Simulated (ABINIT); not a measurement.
Crystal: BN.

```
CELL_PARAMETERS angstrom
2.49824 0.00000 0.00000
-1.24912 2.16354 0.00000
0.00000 0.00000 6.63570
ATOMIC_POSITIONS crystal
N 0.66667 0.33333 0.25000
N 0.33333 0.66667 0.75000
B 0.66667 0.33333 0.75000
B 0.33333 0.66667 0.25000
```

Base run:

- Program: ABINIT 10.8.3 (patched build)
- Functional: r2SCAN
- Potentials or basis: JTH PAW PBE v2.0
- Cutoff: 844 eV
- k mesh: 10 × 10 × 3
- Occupations: fermi-dirac, width 0.05 eV
- Spin: no spin polarisation

Its results: band gap on the k mesh 4.81 eV, indirect (least direct gap 5.29 eV); pressure 5.0 GPa.

The run is repeated on the same cell with these changes: k mesh from 10 × 10 × 3 to 7 × 7 × 2. What comes out?

Band gap on the k mesh 5.09 eV, indirect (least direct gap 5.31 eV); pressure 5.0 GPa.

Caveats: some runs use coarse meshes; the PAW data sets were made with another functional, which shifts forces and pressure a little; an odd mesh through Γ misses points on the zone boundary, where band edges often lie; the atomic spheres overlap.
